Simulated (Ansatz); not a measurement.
Space group Fm-3m (No. 225). a = 4.634 Å, b = 4.634 Å, c = 4.634 Å, α = 90.00°, β = 90.00°, γ = 90.00°
```csv
atom,site,symmetry,x,y,z
Hg,4a,m-3m,0.0000,0.0000,0.0000
```

Equation of state of this Hg structure (not necessarily the ground state), with shape and atoms relaxed at each volume where symmetry leaves them free. It has no gap at any of these volumes. Level of theory: DFT PBE+D3(BJ), scalar-relativistic, plane waves, PAW (Ansatz).

Plane waves to 420 eV, a k mesh through Γ of 16×16×16 on the computed 1-atom cell and Gaussian smearing (0.10 eV); no spin polarisation.

```tsv
V (Å³/atom)	E − E(largest V) (meV/atom)	P (GPa)
21.889	25.70	4.97
22.635	6.81	3.14
23.381	-4.45	1.67
24.127	-9.36	0.60
24.874	-10.34	-0.03
25.620	-9.43	-0.44
26.366	-6.71	-0.85
27.361	0.00	-1.25
```

Task: Fit a third-order Birch–Murnaghan equation to E(V).

Result: V0 = 24.81 Å³/atom, B0 = 20 GPa, B0' = 12.0. B0' is unusual or poorly fixed by this range.

Spin-orbit coupling is left out, which matters for the bands of heavy elements.

This fcc form isn't the element's structure at ambient conditions.